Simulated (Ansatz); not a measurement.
Crystal: TiAl3.

```
Ti Al
1.0
    -1.91111    1.91111    4.28067
     1.91111   -1.91111    4.28067
     1.91111    1.91111   -4.28067
Ti Al
1 3
Cartesian
  0.0000 0.0000 0.0000
  1.9111 0.0000 2.1403
  0.0000 1.9111 2.1403
  0.0000 0.0000 4.2807
```

The cell comes from a database or a generator and needn't be the stable form of this composition.

- Program: Ansatz 0.2.0
- Task: relaxation of cell and atoms
- Functional: revPBE
- Potentials or basis: Ansatz PAW
- Cutoff: 420 eV (not typed: the program's choice for these potentials)
- k mesh: 10 × 10 × 10
- Occupations: fermi-dirac, width 0.05 eV
- Spin: no spin polarisation

At the start: volume 15.63 Å³/atom.

Task: How do energy, volume and symmetry change on relaxing?

Result: It ends after 5 steps and the volume is 16.19 Å³/atom (+3.6 %); space group I4/mmm (No. 139, to 0.05 Å).

Step by step:
```
step  energy change (eV)  largest force (eV/Å)  volume (Å³)
   1              0.0000                0.0000        62.54
   2             -0.0208                0.0000        65.64
   3             -0.0255                0.0000        64.82
   4             -0.0256                0.0000        64.77
   5             -0.0265                0.0000        64.77
```

Final structure:
```
Ti Al
1.0
    -1.93420    1.93420    4.32844
     1.93420   -1.93420    4.32844
     1.93420    1.93420   -4.32844
Ti Al
1 3
Direct
  0.00000 0.00000 0.00000
  0.25000 0.75000 0.50000
  0.75000 0.25000 0.50000
  0.50000 0.50000 0.00000
```

Caveat: the plane-wave basis is chosen anew once the cell has moved, so the energies of steps on either side of that aren't comparable; the PAW data sets come from PBE, with cores solved anew for the run's functional, which leaves a small shift of forces and pressure.
